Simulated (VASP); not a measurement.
## A VASP 6.6.1 single-point calculation on SiO2

INCAR

```
PREC = Accurate
AMIX = 0.2
LREAL = .TRUE.
EDIFF = 1E-7
LWAVE = .FALSE.
ENCUT = 520
NSW = 0
IBRION = -1
LASPH = .TRUE.
ISMEAR = -1
NBANDS = 25
NELM = 120
SIGMA = 0.02
BMIX = 0.0001
ISIF = 2
GGA = PE
LCHARG = .FALSE.
```

KPOINTS

```
KPOINTS created by Atomic Simulation Environment
0
Monkhorst-Pack
6 6 10
0 0 0
```

POSCAR

```
Si O
 1.0000000000000000
     4.1851887985999996    0.0000000000000000    0.0000000000000000
     0.0000000000000000    4.1851887985999996    0.0000000000000000
     0.0000000000000000    0.0000000000000000    2.7489050876999999
 Si  O
   2   4
Cartesian
 -0.0000000000000000 -0.0000000000000000  0.0000000000000000
  2.0925943993000002  2.0925943993000002  1.3744525438499999
  1.2802343767893742  1.2802343767893742  0.0000000000000000
  0.8123600225106254  3.3728287760893747  1.3744525438499999
  3.3728287760893747  0.8123600225106254  1.3744525438499999
  2.9049544218106256  2.9049544218106256  0.0000000000000000
```

The recommended PBE PAW datasets give the neutral cell 32 valence electrons.

Command

```
mpirun -np 1 vasp_std
```

**Question.** How does this run end, and what does it give?

**Answer.** It converged. Results: gap between bands v and c on the k mesh 5.40 eV; least direct gap on the k mesh 5.40 eV; pressure 0.6 GPa; largest force 3.69 eV/Å. Band v is the last that the valence electrons fill when counted band by band, and c is the next.

OSZICAR

```
N       E                     dE             d eps       ncg     rms          rms(c)
DAV:   1     0.132429473033E+03    0.13243E+03   -0.17429E+04  1508   0.123E+03
DAV:   2    -0.442891167278E+02   -0.17672E+03   -0.16914E+03  1949   0.275E+02
DAV:   3    -0.508441846756E+02   -0.65551E+01   -0.65245E+01  1974   0.505E+01
DAV:   4    -0.508848284027E+02   -0.40644E-01   -0.40632E-01  1774   0.464E+00
DAV:   5    -0.508851525417E+02   -0.32414E-03   -0.32410E-03  1991   0.396E-01    0.169E+01
DAV:   6    -0.473247573118E+02    0.35604E+01   -0.38867E+00  1930   0.133E+01    0.110E+01
DAV:   7    -0.462557169810E+02    0.10690E+01   -0.45485E+00  1952   0.138E+01    0.490E+00
DAV:   8    -0.462811430333E+02   -0.25426E-01   -0.14344E-01  1782   0.264E+00    0.180E+00
DAV:   9    -0.462910661959E+02   -0.99232E-02   -0.27546E-02  1942   0.128E+00    0.703E-01
DAV:  10    -0.462911504630E+02   -0.84267E-04   -0.63953E-04  1880   0.178E-01    0.554E-01
DAV:  11    -0.462910080718E+02    0.14239E-03   -0.55065E-04  1856   0.168E-01    0.761E-02
DAV:  12    -0.462910148338E+02   -0.67619E-05   -0.41214E-05  1864   0.422E-02    0.203E-02
DAV:  13    -0.462910180124E+02   -0.31786E-05   -0.50977E-06  1888   0.184E-02    0.164E-02
DAV:  14    -0.462910180114E+02    0.10425E-08   -0.54507E-07  1895   0.522E-03
   1 F= -.46291018E+02 E0= -.46291018E+02  d E =-.125050E-12
```

These settings aren't sound, so the numbers aren't properties of the crystal. The shifted mesh misses Γ, so a band edge there is missed.

On sound settings PBE gives a gap of 4.90 eV on its mesh and a pressure of -1.0 GPa for the intended cell.
